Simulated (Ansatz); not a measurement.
## Bands of BaS

```yaml
crystal:
  lattice:
    - [0.00000, 3.21305, 3.21305]
    - [3.21305, 0.00000, 3.21305]
    - [3.21305, 3.21305, 0.00000]
  atoms:
    - { symbol: Ba, position: [0.00000, 0.00000, 0.00000] }
    - { symbol: S, position: [0.50000, 0.50000, 0.50000] }
```

Atoms are numbered in the order listed.

Conventional cell: a = 6.426 Å, b = 6.426 Å, c = 6.426 Å, α = 90.00°, β = 90.00°, γ = 90.00°. Ba (atom 1) has 6 S at 3.21 Å as nearest neighbours. Around S (atom 2) lie 6 Ba at 3.21 Å.

The cell was built from the rocksalt type and relaxed in the same program, and has space group Fm-3m; it needn't be a known or the stable phase.

Method: Ansatz 0.2.0, DFT, PBE, all-electron LAPW, Dirac equation with spin-orbit coupling.

Settings: a Γ-centred 12×12×12 k mesh, Fermi–Dirac smearing of 0.05 eV, basis error target 1 meV/atom, no spin polarisation.

Points in fractions of the reciprocal vectors of this cell: Γ (0, 0, 0), X (0.5, 0, 0.5), U (0.625, 0.25, 0.625), K (0.375, 0.375, 0.75), L (0.5, 0.5, 0.5), W (0.5, 0.25, 0.75). The path joins them by straight lines in the order Γ–X–U–K–Γ–L–W–X; legs that retrace an earlier one aren't tabulated. Energies are in eV from the top of the valence band.

Question: List the levels at Γ between -5 and 4.5 eV.

Answer: -0.14 (×2), 0.00 (×4), 3.55 (×2), 3.89 (×4), 3.96 (×2).

Question: List the levels at W between -5 and 4.5 eV.

Answer: -1.08 (×2), -0.55 (×2), -0.41 (×2), 4.22 (×2), 4.25 (×2).

Question: List the levels at U between -5 and 4.5 eV.

Answer: -0.93 (×2), -0.59 (×2), -0.51 (×2), 3.30 (×2).

Question: What is the band gap?

Answer: 2.19 eV, indirect from Γ to X (0.5, 0, 0.5).
